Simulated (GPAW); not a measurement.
# STM contrast on B/Ag(110)

Aim: Tersoff-Hamann images of B/Ag(110) at several biases.

Calculated with GPAW 26.7.0; GPAW, PAW setups; slab in vacuum, relaxation, in the first sound run; inputs show where later runs differ.

## 1. Set-up

The cell holds 6 atoms: 5 Ag and 1 B. Its edges and angles: a = 4.090 Å, b = 2.892 Å, c = 21.560 Å, α = 90.0°, β = 90.0°, γ = 90.0°. Vacuum lies along c.

## 2. Relaxation

Forces are removed first; all later runs use this geometry. The lowest 3 atoms are held at bulk positions and keep their forces.

File run.py:

```python
import json
import numpy as np
from ase import Atoms
from ase.constraints import FixAtoms
from ase.optimize import BFGS
from gpaw import GPAW, PW

slab = Atoms(
    ['Ag', 'Ag', 'Ag', 'Ag', 'Ag', 'B'],
    positions=[
        [0.00000, 0.00000, 7.00000],
        [2.04500, 1.44603, 8.44603],
        [0.00000, 0.00000, 9.89207],
        [2.04500, 1.44603, 11.33810],
        [0.00000, 0.00000, 12.78413],
        [0.00000, 1.44603, 14.55983]],
    cell=[[4.09, 0.0, 0.0], [0.0, 2.89207, 0.0], [0.0, 0.0, 21.55983]],
    pbc=[True, True, False])

slab.calc = GPAW(mode=PW(500), xc='PBE', kpts={'size': (8, 11, 1), 'gamma': True},
                 occupations={'name': 'fermi-dirac', 'width': 0.1}, nbands='200%',
                 convergence={'density': 1e-05}, maxiter=200,
                 poissonsolver={'dipolelayer': 'xy'},
                 symmetry={'tolerance': 1e-3, 'extra_ids': [1, 1, 1, 0, 0, 0]}, txt='slab.txt')
result = {}
slab.set_constraint(FixAtoms([0, 1, 2]))
path = []
opt = BFGS(slab, maxstep=0.2)
opt.attach(lambda: path.append((slab.get_potential_energy(), slab.positions.tolist(), slab.get_forces().tolist())))
result['relaxed'] = bool(opt.run(fmax=0.03, steps=40))
result['path'] = path
energy = slab.get_potential_energy()
fermi = slab.calc.get_fermi_level()
v = slab.calc.get_electrostatic_potential().mean((0, 1)) - fermi
n = slab.calc.get_pseudo_density().mean((0, 1))
L = slab.cell[2, 2]
z = np.arange(len(v)) * L / len(v)
low, high = slab.positions[:, 2].min(), slab.positions[:, 2].max()
below, above = np.interp([low - 4.8, high + 4.8], z, v)
slopes = [np.interp(x, z, np.gradient(v, z)) for x in (low - 4.8, high + 4.8)]
eps = np.array([[slab.calc.get_eigenvalues(k, s) for k in range(len(slab.calc.get_ibz_k_points()))]
                for s in range(slab.calc.get_number_of_spins())]) - fermi
top, bottom = eps[eps < 0].max(), eps[eps > 0].min()
dipole = slab.get_dipole_moment()[2]
print(f'energy {energy:.4f} eV, Fermi level {fermi:.4f} eV, dipole {dipole:.5f} e A')
print(f'potential 4.8 A off the faces, from the Fermi level: lower {below:.4f} eV, upper {above:.4f} eV')
print(f'slope of the potential there: lower {slopes[0]:.5f}, upper {slopes[1]:.5f} eV/A')
print(f'nearest levels on the mesh: {top:.4f} and {bottom:.4f} eV')
print('magnetic moment', round(slab.get_magnetic_moment(), 3))
result.update(energy=energy, fermi=fermi, dipole=dipole, below=below, above=above, slopes=slopes, edges=[top, bottom],
              z=z.tolist(), v=v.tolist(), n=n.tolist(), positions=slab.positions.tolist(),
              forces=slab.get_forces(apply_constraint=False).tolist(), moments=slab.get_magnetic_moments().tolist())
json.dump(result, open('result.json', 'w'))
```

The run is started by

```bash
$ OMP_NUM_THREADS=1 OPENBLAS_NUM_THREADS=1 python run.py
```

The log of the run:

```text
Step          Energy          fmax
BFGS:    0      -16.061534        0.947918
BFGS:    1      -16.083327        0.859768
BFGS:    2      -16.147577        0.673131
BFGS:    3      -16.170721        0.167907
BFGS:    4      -16.173161        0.156693
BFGS:    5      -16.173716        0.144469
BFGS:    6      -16.174746        0.104674
BFGS:    7      -16.175871        0.088589
BFGS:    8      -16.176436        0.037042
BFGS:    9      -16.176505        0.009326
energy -16.1353 eV, Fermi level 0.1369 eV, dipole -0.06292 e A
potential 4.8 A off the faces, from the Fermi level: lower 4.1950 eV, upper 5.1613 eV
slope of the potential there: lower -0.00049, upper 0.00013 eV/A
nearest levels on the mesh: -0.0008 and 0.0038 eV
magnetic moment 0.0
```

It took 72 min on 1 thread of Arm Neoverse V1, shared host; peak memory 0.54 GiB.

Step by step:

```
step  energy less that of the first step (eV)  largest force (eV/Å)
   1                                   0.0000                0.9479
   2                                  -0.0219                0.8598
   3                                  -0.0848                0.6731
   4                                  -0.1089                0.1679
   5                                  -0.1112                0.1567
   6                                  -0.1117                0.1445
   7                                  -0.1125                0.1047
   8                                  -0.1135                0.0886
   9                                  -0.1140                0.0370
  10                                  -0.1141                0.0093
```

The atoms that moved most (Å):

```
atom     dx     dy      dz  length
  B6  0.000  0.000  -0.115   0.115
 Ag5  0.000  0.000   0.108   0.108
 Ag4  0.000  0.000   0.065   0.065
```

The relaxed structure:

```xyz
6
Lattice="4.0900 0.0000 0.0000 0.0000 2.8921 0.0000 0.0000 0.0000 21.5598" Properties=species:S:1:pos:R:3
Ag    0.0000    0.0000    7.0000
Ag    2.0450    1.4460    8.4460
Ag    0.0000    0.0000    9.8921
Ag    2.0450    1.4460   11.4032
Ag    0.0000    0.0000   12.8921
B     0.0000    1.4460   14.4448
```

This step gave:

| Item | Value |
| --- | --- |
| dipole along the normal | -0.06292 e·Å |
| levels nearest the Fermi level on the mesh | -7.74e-4, 0.003752 eV from the Fermi level |
| upper work function | 5.161 eV |
| lower work function | 4.195 eV |

The electrostatic potential energy of an electron (without an applied field's), less the Fermi level, planar mean oscillates, so the rows of the table below give means over windows of 1.49 Å about each position, cut where the curve ends. Its maxima inside the range that stand out by 2 % of the span (Å: eV): 7.7: -4.51, 9.1: -4.72, 10.7: -3.95, 12.1: -4.48, 13.9: -0.614, 20.6: 5.16. Its minima: 7.0: -11.4, 8.5: -11.9, 9.9: -11.8, 11.5: -11.8, 12.9: -11.9, 14.4: -5.15.

Electrostatic potential energy of an electron (without an applied field's), less the Fermi level, planar mean against z; means over each step:

```
z (Å)  electrostatic potential energy of an electron (without an applied field's), less the Fermi level, planar mean (eV)
 0.74                                                                                                                4.26
 2.23                                                                                                                4.19
 3.72                                                                                                                4.18
 5.21                                                                                                                3.71
 6.70                                                                                                               -5.73
 8.19                                                                                                               -8.08
 9.68                                                                                                               -8.06
11.17                                                                                                               -7.84
12.66                                                                                                               -7.90
14.15                                                                                                               -2.45
15.64                                                                                                                3.92
17.13                                                                                                                5.14
18.62                                                                                                                5.16
20.11                                                                                                                5.16
```

The pseudo valence density, planar mean by z:

```
z (Å)  pseudo valence density, planar mean (e/Å³)
 0.00                                           0
 0.58                                           0
 1.15                                           0
 1.73                                      2.5e-6
 2.31                                      6.7e-6
 2.89                                      3.1e-5
 3.46                                      1.3e-4
 4.04                                      5.2e-4
 4.62                                     0.00215
 5.20                                     0.00937
 5.77                                      0.0467
 6.35                                       0.315
 6.93                                        1.56
 7.51                                       0.635
 8.08                                       0.927
 8.66                                        1.31
 9.24                                       0.504
 9.82                                        1.58
10.39                                       0.623
10.97                                       0.754
11.55                                        1.46
12.13                                       0.454
12.70                                        1.36
13.28                                       0.799
13.86                                       0.228
14.44                                       0.158
15.01                                       0.112
15.59                                      0.0319
16.17                                     0.00677
16.75                                     0.00138
17.32                                      2.8e-4
17.90                                      6.0e-5
18.48                                      1.1e-5
19.06                                      3.5e-6
19.63                                           0
20.21                                           0
20.79                                           0
21.37                                           0
```

The relaxation lowered the energy of the cell by 0.114 eV (energies extrapolated to zero smearing; the optimiser's log prints free energies). The largest force left on a free atom is 0.0093 eV/Å.

[end of part 1 of 2]

[Logs are printed without paths, hosts, clocks, repeated set-up lines and the standing remarks that a program may print on its own settings, such as how far it seeks lower states.]

[Hosts, paths, dates, database ids (printed as entryN), source tags and the programs' standing remarks are cut or masked in the printed files.]
